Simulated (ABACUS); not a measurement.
Runs of ABACUS 3.10.1 on NiO. It takes space group Fm-3m (No. 225, cubic). Conventional cell: a = 4.172 Å, b = 4.172 Å, c = 4.172 Å, α = 90.00°, β = 90.00°, γ = 90.00°. Around Ni (site symmetry m-3m) lie 6 O at 2.09 Å. Around O (site symmetry m-3m) lie 6 Ni at 2.09 Å. 

| level | share of exact exchange | screening of the exchange | range of the exchange potential (exx_ccp_rmesh_times) | gap on the mesh (eV) | moment (μB) |
| --- | --- | --- | --- | --- | --- |
| HSE-type (share 0.25, screening 0.11/bohr) | 0.25 | 0.11 1/bohr | - | 2.26 | 2.00 |
| PBE0-type (share 0.25) | 0.25 | - | 2.5 | 3.06 | 2.00 |
| PBE0-type (share 0.4) | 0.4 | - | 2.5 | (a) | 2.00 |
| HSE-type (share 0.4, screening 0.11/bohr) | 0.4 | 0.11 1/bohr | - | 4.12 | 2.00 |
| HSE-type (share 0.1, screening 0.11/bohr) | 0.1 | 0.11 1/bohr | - | 0.49 | 2.00 |
| PBE0-type (share 0.1) | 0.1 | - | 2.5 | (b) | 2.00 |

Alike in all rows: task single point; potentials or basis SG15 ONCV 1.2 PBE, DZP LCAO (the cutoffs set its grid); spin collinear, ferromagnetic start; cell as given; k mesh 5 × 5 × 5; cutoff (eV) 1361; smearing fermi-dirac 0.05 eV; the mesh is coarse, so values aren't converged.

Problem. Fill in the values left out.

Solution. (a) 5.40; (b) 0.82.

Caveats: all runs use coarse meshes; the atomic orbitals were generated for these runs and aren't a published set; gaps of hybrids in this basis differ from plane-wave ones by up to 0.1 eV; an odd mesh through Γ misses points on the zone boundary, where band edges often lie; the basis of atomic orbitals isn't converged, which shifts pressures, moduli and gaps; a cell with one magnetic atom can't hold antiferromagnetic order, which such compounds often take.
